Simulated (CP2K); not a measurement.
Crystal: SiO2.

```
Si O
1.0
     6.93868    0.00000    0.00000
     2.29592    6.54783    0.00000
    -4.61730   -3.27391    4.01339
Si O
4 8
Direct
  0.87500 0.26362 0.88862
  0.01362 0.62500 0.88862
  0.73638 0.12500 0.11138
  0.37500 0.98638 0.11138
  0.63373 0.13373 0.50000
  0.46788 0.96788 0.93575
  0.03212 0.53212 0.06425
  0.11627 0.11627 0.00000
  0.88373 0.88373 0.00000
  0.86627 0.36627 0.50000
  0.28212 0.71788 0.00000
  0.71788 0.28212 0.00000
```

The cell comes from a database or a generator and needn't be the stable form of this composition.

Base run:

- Program: CP2K 2026.2
- Functional: r2SCAN
- Potentials or basis: POTENTIAL_UZH Si GTH-PBE-q4, O GTH-PBE-q6; DZVP-MOLOPT-PBE-GTH basis
- Density cutoff: 11565 eV
- k mesh: 5 × 5 × 5
- Occupations: fermi-dirac, width 0.05 eV
- Spin: no spin polarisation

Its results: pressure -3.3 GPa; largest force 0.218 eV/Å.

Task: After a change of settings the same cell gave: pressure 1.0 GPa; largest force 0.149 eV/Å. Which change was it?
A. functional from r2SCAN to PBEsol
B. functional from r2SCAN to PW91
C. functional from r2SCAN to BLYP
D. functional from r2SCAN to LDA

Result: C.

Caveats: the potentials were made for another functional, which shifts forces and pressure; the basis of atomic orbitals isn't converged, which shifts pressures, moduli and gaps.
